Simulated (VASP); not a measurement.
A run of VASP 6.6.1:

Contents of INCAR:

```
SYSTEM = PtSe2
PREC = Accurate
ENCUT = 520
EDIFF = 1E-6
ISMEAR = 0
SIGMA = 0.05
LREAL = .FALSE.
LASPH = .TRUE.
NELM = 100
ALGO = Normal
ISIF = 2
LWAVE = .FALSE.
LCHARG = .TRUE.
GGA = PE
IVDW = 12
LELF = .TRUE.
LVHAR = .TRUE.
NBANDS = 18
```

Contents of KPOINTS:

```
regular mesh
0
G
  10 10 8
  0 0 0
```

File POSCAR:

```
PtSe2
1.0
    3.7783231991      0.0000000000      0.0000000000
   -1.8891615996      3.2721238742      0.0000000000
    0.0000000000      0.0000000000      4.9174876250
Pt Se
1 2
Direct
    0.0000000000      0.0000000000      0.0000000000
    0.3333333333      0.6666666667      0.2609180762
    0.6666666667      0.3333333333      0.7390819238
```

Potentials or basis: VASP PAW PBE potentials, release 64 (Pt, Se).

The run is started by

```bash
$ cat potpaw_PBE.64/Pt/POTCAR potpaw_PBE.64/Se/POTCAR > POTCAR
$ mpirun -np 1 vasp_std > vasp.out
```

Hardware: 1 thread of Intel(R) Xeon(R) Platinum 8375C CPU @ 2.90GHz (Ice Lake), with other jobs on the host.

How long does it take, and how much memory?

It took 60 s on 1 thread of Intel(R) Xeon(R) Platinum 8375C CPU @ 2.90GHz (Ice Lake), on a shared host, peak memory 0.26 GiB. Counts: scf iterations 12, k points 94.
